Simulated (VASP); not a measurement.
# NiO (F-43m) in VASP: a series of runs

One crystal, NiO, is run at these levels: PBE, PBE+U; tasks: single point.

All numbers are computed with VASP 6.6.1; they aren't measurements. Logs are shortened: lines on timing, memory, paths and dates and some standing lists are left out, and cuts for length are marked.

### Step 1. Starting point

Symmetry: F-43m, No. 216, cubic system. The conventional cell has a = 4.567 Å, b = 4.567 Å, c = 4.567 Å, α = 90.00°, β = 90.00°, γ = 90.00°. Around Ni (site symmetry -43m) lie 4 O at 1.98 Å. O (site symmetry -43m) has 4 Ni at 1.98 Å as nearest neighbours.

Measurements of this composition are mostly on another form, of space group No. 225.

### Step 2. Single point, PBE, non-collinear spin, random start

Input file INCAR:

```
  ALGO = Normal
  EDIFF = 1E-7
  ENCUT = 520
  GGA = PE
  ISIF = 2
  ISMEAR = 0
  LASPH = T
  LCHARG = F
  LMAXMIX = 4
  LNONCOLLINEAR = T
  LORBIT = 11
  LREAL = F
  LWAVE = F
  MAGMOM = -0.854 -0.144 0.366 0 0 0
  NBANDS = 28
  NELM = 150
  PREC = Accurate
  SIGMA = 0.05
```

Input file KPOINTS:

```
k-points
0
Gamma
  7 7 7
```

Input file POSCAR:

```
NiO
1.0
    0.0000000000      2.2835484600      2.2835484600
    2.2835484600      0.0000000000      2.2835484600
    2.2835484600      2.2835484600      0.0000000000
Ni O
1 1
Direct
    0.0000000000      0.0000000000      0.0000000000
    0.2500000000      0.2500000000      0.2500000000
```

Potentials or basis: VASP PAW PBE potentials, release 64 (Ni, O).

Run with:

```console
> cat potpaw_PBE.64/Ni/POTCAR potpaw_PBE.64/O/POTCAR > POTCAR
> mpirun -np 1 vasp_ncl > vasp.out
```

OUTCAR:

```text
EDIFF = 1E-7
   ENCUT = 520
   GGA = PE
   ISIF = 2
   ISMEAR = 0
   LASPH = T
   LNONCOLLINEAR = T
   LORBIT = 11
   LREAL = F
   NELM = 150
   PREC = Accurate

 ion  position               nearest neighbor table
   1  0.000  0.000  0.000-   2 1.98   2 1.98   2 1.98   2 1.98
   2  0.250  0.250  0.250-   1 1.98   1 1.98   1 1.98   1 1.98

  LATTYP: Found a face centered cubic cell.
 ALAT       =     4.5670969200

  Lattice vectors:

 A1 = (   0.0000000000,   2.2835484600,   2.2835484600)
 A2 = (   2.2835484600,   0.0000000000,   2.2835484600)
 A3 = (   2.2835484600,   2.2835484600,   0.0000000000)

Analysis of symmetry for initial positions (statically):
=====================================================================
 Subroutine PRICEL returns:
 Original cell was already a primitive cell.

 Routine SETGRP: Setting up the symmetry group for a
 face centered cubic supercell.

 Subroutine GETGRP returns: Found 24 space group operations
 (whereof 24 operations were pure point group operations)
 out of a pool of 48 trial point group operations.

The static configuration has the point symmetry T_d .

Analysis of symmetry for dynamics (positions and initial velocities):
=====================================================================
 Subroutine PRICEL returns:
 Original cell was already a primitive cell.

 Routine SETGRP: Setting up the symmetry group for a
 face centered cubic supercell.

 Subroutine GETGRP returns: Found 24 space group operations
 (whereof 24 operations were pure point group operations)
 out of a pool of 48 trial point group operations.

The dynamic configuration has the point symmetry T_d .

Analysis of structural, dynamic, and magnetic symmetry:
=====================================================================
 Subroutine PRICEL returns:
 Original cell was already a primitive cell.

 Routine SETGRP: Setting up the symmetry group for a
 face centered cubic supercell.

 Subroutine GETGRP returns: Found  1 space group operations
 (whereof  1 operations were pure point group operations)
 out of a pool of 48 trial point group operations.

The overall configuration has the point symmetry C_1 .

 Subroutine INISYM returns: Found  1 space group operations
 (whereof  1 operations are pure point group operations),
 and found     1 'primitive' translations

----------------------------------------------------------------------------------------

                                     Primitive cell

  volume of cell :      23.8156

  direct lattice vectors                    reciprocal lattice vectors
     0.000000000  2.283548460  2.283548460    -0.218957473  0.218957473  0.218957473
     2.283548460  0.000000000  2.283548460     0.218957473 -0.218957473  0.218957473
     2.283548460  2.283548460  0.000000000     0.218957473  0.218957473 -0.218957473

  length of vectors
     3.229425202  3.229425202  3.229425202     0.379245468  0.379245468  0.379245468

  position of ions in fractional coordinates (direct lattice)
     0.000000000  0.000000000  0.000000000
     0.250000000  0.250000000  0.250000000

  ion indices of the primitive-cell ions
   primitive index   ion index
                 1           1
                 2           2

----------------------------------------------------------------------------------------

 KPOINTS: k-points

Automatic generation of k-mesh.
 Grid dimensions read from file:
 generate k-points for:    7    7    7

 Generating k-lattice:

  Cartesian coordinates                     Fractional coordinates (reciprocal lattice)
    -0.031279639  0.031279639  0.031279639     0.142857143  0.000000000  0.000000000
     0.031279639 -0.031279639  0.031279639     0.000000000  0.142857143  0.000000000
     0.031279639  0.031279639 -0.031279639     0.000000000  0.000000000  0.142857143

  Length of vectors
     0.054177924  0.054177924  0.054177924

  Shift w.r.t. Gamma in fractional coordinates (k-lattice)
     0.000000000  0.000000000  0.000000000

 Subroutine IBZKPT returns following result:
 ===========================================

 Found    343 irreducible k-points:

 Following reciprocal coordinates:
            Coordinates               Weight
  0.000000  0.000000  0.000000      1.000000
  0.142857  0.000000  0.000000      1.000000
 -0.142857  0.000000  0.000000      1.000000
  0.000000  0.142857  0.000000      1.000000
  0.000000 -0.142857  0.000000      1.000000
  0.000000  0.000000  0.142857      1.000000
[... 16 lines left out ...]
  0.000000  0.000000 -0.428571      1.000000
  0.428571  0.428571  0.428571      1.000000
 [... further k-points ...]
   k-points           NKPTS =    343   k-points in BZ     NKDIM =    343   number of bands    NBANDS=     28
   number of dos      NEDOS =    301   number of ions     NIONS =      2
   total plane-waves  NPLWV =  13824
   dimension x,y,z NGX =    24 NGY =   24 NGZ =   24
   dimension x,y,z NGXF=    48 NGYF=   48 NGZF=   48
   ions per type =               1   1
   NGX,Y,Z   is equivalent  to a cutoff of  12.35, 12.35, 12.35 a.u.
   NGXF,Y,Z  is equivalent  to a cutoff of  24.71, 24.71, 24.71 a.u.
 SYSTEM =  unknown system
   PREC   = accura    normal or accurate (medium, high low for compatibility)
   ISTART =      0    job   : 0-new  1-cont  2-samecut
   ICHARG =      2    charge: 1-file 2-atom 10-const
   ISPIN  =      1    spin polarized calculation?
   LNONCOLLINEAR =      T non collinear calculations
   LSORBIT =      F    spin-orbit coupling
   LASPH  =      T    aspherical Exc in radial PAW
   ENCUT  =  520.0 eV  38.22 Ry    6.18 a.u.   6.00  6.00  6.00*2*pi/ulx,y,z
   NELM   =    150;   NELMIN=  2; NELMDL= -5     # of ELM steps
   EDIFF  = 0.1E-06   stopping-criterion for ELM
   LREAL  =      F    real-space projection
   EDIFFG = 0.1E-05   stopping-criterion for IOM
   NSW    =      0    number of steps for IOM
   IBRION =     -1    ionic relax: 0-MD 1-quasi-New 2-CG
   NFREE  =      0    steps in history (QN), initial steepest desc. (CG)
   ISIF   =      2    stress and relaxation
   ISYM   =      2    0-nonsym 1-usesym 2-fastsym
   POTIM  = 0.5000    time-step for ionic-motion
   TEBEG  =    0.0;   TEEND  =   0.0 temperature during run
   PSTRESS=    0.0 pullay stress
   NELECT =      16.0000    total number of electrons
   NUPDOWN=      -1.0000    fix difference up-down
   EMIN   =  10.00;   EMAX   =-10.00  energy-range for DOS
   EFERMI =   0.00;   METHOD = LEGACY
   ISMEAR =     0;   SIGMA  =   0.05  broadening in eV -4-tet -1-fermi 0-gaus
   EFERMI_NEDOS =   21; number of points for ismear=-14 and -15
   IALGO  =     38    algorithm
   IMIX   =      4    mixing-type and parameters
     AMIX     =   0.40;   BMIX     =  1.00
     AMIX_MAG =   1.60;   BMIX_MAG =  1.00
  volume/ion in A,a.u.               =      11.91        80.36
  Fermi-wavevector in a.u.,A,eV,Ry     =   1.433820  2.709527 27.971393  2.055839
  Thomas-Fermi vector in A             =   2.553296
   LORBIT       =     11    0 simple, 1 ext, 2 COOP (PROOUT), +10 PAW based schemes
   GGA     = PE    functional components
   LHFCALC =     F    Hartree Fock is set to
   AEXX    =    0.0000 exact exchange contribution
   IVDW    =     0    specifies the selected vdW correction
   LEPSILON=     F    determine dielectric tensor
   LRPA    =     F    only Hartree local field effects (RPA)
 Gauss-broadening in eV      SIGMA  =   0.05
  energy-cutoff  :      520.00
  volume of cell :       23.82
 maximum number of plane-waves:      1308
   NGX = 13   NGY = 13   NGZ = 13

 number of electron      15.9999997 magnetization      -1.8023681     -0.3046694      0.7739081

 Free energy of the ion-electron system (eV)
  ---------------------------------------------------
  ext. energy  EPLUGINS =         0.00000000
  ---------------------------------------------------
  free energy    TOTEN  =       -11.56554970 eV

  energy without entropy =      -11.56317015  energy(sigma->0) =      -11.56435992

 E-fermi :   4.9303     XC(G=0): -10.9233

 val. band max:        4.9108539773   @ k =  -0.1429  -0.2857  -0.4286
 cond. band min:       4.9605367881   @ k =   0.0000   0.0000   0.0000
 fundamental gap:      0.0496828108
 Fermi energy:         4.9302999712

 k-point     1 :       0.0000    0.0000    0.0000
  band No.  band energies     occupation
      1     -14.6009      1.00000
      2     -13.9661      1.00000
      3      -0.7265      1.00000
      4      -0.7242      1.00000
      5      -0.7242      1.00000
      6       0.3276      1.00000
[... 20 lines left out ...]
     27      25.1306      0.00000
     28      25.1307      0.00000

 k-point     2 :       0.1429    0.0000    0.0000
  band No.  band energies     occupation
      1     -14.4958      1.00000
      2     -13.8532      1.00000
      3      -0.9735      1.00000
      4      -0.6602      1.00000
      5      -0.6582      1.00000
      6      -0.0627      1.00000
[... 674 lines left out ...]
 k-point    24 :       0.4286    0.4286    0.4286
  band No.  band energies     occupation
      1     -14.0517      1.00000
      2     -13.3719      1.00000
      3      -1.5316      1.00000
      4      -1.0307      1.00000
      5      -0.4152      1.00000
      6      -0.4151      1.00000
[... 20 lines left out ...]
     27      22.2272      0.00000
     28      22.4360      0.00000

 [... further k-points ...]

------------------------ aborting loop because EDIFF is reached ----------------------------------------

  FORCE on cell =-STRESS in cart. coord.  units (eV):
  Direction    XX          YY          ZZ          XY          YZ          ZX
  --------------------------------------------------------------------------------------
  -------------------------------------------------------------------------------------
  Total       -1.0534792     -1.0534965     -1.0534514      0.0000182      0.0000288      0.0000272
  in kB      -70.8721932    -70.8733569    -70.8703173      0.0012263      0.0019382      0.0018324
  external PRESSURE =     -70.8719558 kB  Pullay stress =       0.0000000 kB

 VOLUME and BASIS-vectors are now :
 -----------------------------------------------------------------------------
  energy-cutoff  :      520.00
  volume of cell :       23.82
      direct lattice vectors                 reciprocal lattice vectors
     0.000000000  2.283548460  2.283548460    -0.218957473  0.218957473  0.218957473
     2.283548460  0.000000000  2.283548460     0.218957473 -0.218957473  0.218957473
     2.283548460  2.283548460  0.000000000     0.218957473  0.218957473 -0.218957473

 POSITION                                       TOTAL-FORCE (eV/Angst)
 -----------------------------------------------------------------------------------
      0.00000      0.00000      0.00000         0.000000     -0.000001     -0.000000
      1.14177      1.14177      1.14177        -0.000000      0.000001      0.000000
 -----------------------------------------------------------------------------------
    total drift:                                0.000232      0.000230      0.000223

  FREE ENERGIE OF THE ION-ELECTRON SYSTEM (eV)
  ---------------------------------------------------
  free  energy   TOTEN  =       -11.5655497035 eV

  energy  without entropy=      -11.5631701462  energy(sigma->0) =      -11.56435992

 total charge

# of ion       s       p       d       tot
------------------------------------------
    1        0.360   0.428   8.207   8.995
    2        1.555   3.392   0.000   4.948
--------------------------------------------------
tot          1.915   3.821   8.207  13.943

 magnetization (x)

# of ion       s       p       d       tot
------------------------------------------
    1       -0.003  -0.033  -1.369  -1.404
    2       -0.015  -0.328   0.000  -0.343
--------------------------------------------------
tot         -0.017  -0.361  -1.369  -1.748

 magnetization (y)

# of ion       s       p       d       tot
------------------------------------------
    1       -0.000  -0.006  -0.231  -0.237
    2       -0.002  -0.056   0.000  -0.058
--------------------------------------------------
tot         -0.003  -0.061  -0.231  -0.295

 magnetization (z)

# of ion       s       p       d       tot
------------------------------------------
    1        0.001   0.014   0.588   0.603
    2        0.006   0.141   0.000   0.147
--------------------------------------------------
tot          0.007   0.155   0.588   0.750
```

Run time: 12 min. Hardware: 1 thread of AMD EPYC 9R45 (Zen 5), shared host; peak memory 0.42 GiB.

Results:

| Property | Result |
| --- | --- |
| Free energy | -11.5655 eV |
| Pressure | -7.1 GPa |
| Band gap on the k mesh | none (metal or under the smearing width) |
| Net moment | 1.99 μB per cell |
| Valence electrons inside the program's atomic spheres | Ni 8.99; O 4.95 |

Moments on the atoms (μB; x, y, z):
```
Ni  -1.40 -0.24  0.60
O   -0.34 -0.06  0.15
```

Caveat: a cell with one magnetic atom can't hold antiferromagnetic order, which such compounds often take; semilocal functionals often make such compounds metallic where correlation or magnetic order opens a gap, which also shifts bond lengths.

### Step 3. Single point, PBE+U

Input file INCAR:

```
ALGO     = Normal         # electronic algorithm
EDIFF    = 1E-7           # SCF threshold, eV
ENCUT    = 520            # plane-wave cutoff, eV
GGA      = PE             # functional
ISIF     = 2              # what is computed and relaxed
ISMEAR   = 0              # smearing method
LASPH    = True           # aspherical terms in the spheres
LCHARG   = False          # write CHGCAR
LDAU     = True           # DFT+U
LDAUJ    = 0 0          
LDAUL    = 2 -1           # shell
LDAUPRINT= 1            
LDAUTYPE = 2            
LDAUU    = 8 0            # U, eV
LMAXMIX  = 4              # l up to which the mixer works
LREAL    = False          # projectors in reciprocal space
LWAVE    = False          # write WAVECAR
NBANDS   = 15             # bands
NELM     = 150            # most SCF steps
PREC     = Accurate       # precision mode
SIGMA    = 0.05           # smearing width, eV
```

KPOINTS is that of step 2.

POSCAR is that of step 2.

Potentials or basis: VASP PAW PBE potentials, release 64 (Ni, O).

Run with:

```console
> cat potpaw_PBE.64/Ni/POTCAR potpaw_PBE.64/O/POTCAR > POTCAR
> mpirun -np 1 vasp_std > vasp.out
```

It took 5.4 s on 1 thread of AMD EPYC 9R45 (Zen 5), shared host; peak memory 0.1 GiB.

Results (log left out):

```yaml
Free_energy: -6.4270 eV
Pressure: -20.0 GPa
Band_gap_on_the_k_mesh: none (metal or under the smearing width)
```

Levels at points of the mesh, in eV from the Fermi level:
| k point | band 5 | band 6 | band 7 | band 8 | band 9 | band 10 |
| --- | --- | --- | --- | --- | --- | --- |
| (0.00, 0.00, 0.00) | -2.95 | -2.95 | 1.16 | 1.16 | 1.16 | 1.70 |

Eigenvalues of the final occupation matrices:
| site | spin | trace | eigenvalues |
| --- | --- | --- | --- |
| site 1 d | 1 | 4.32 | 0.79 0.79 0.79 0.97 0.97 |
| site 1 d | 2 | 4.32 | 0.79 0.79 0.79 0.97 0.97 |

Caveat: the run has no spin polarisation, though such a crystal can be magnetic; U without spin polarisation on a metal has little footing. Spin polarisation is off, so any magnetic state and its effect on volume and gap are missing.

[end of part 1 of 2]
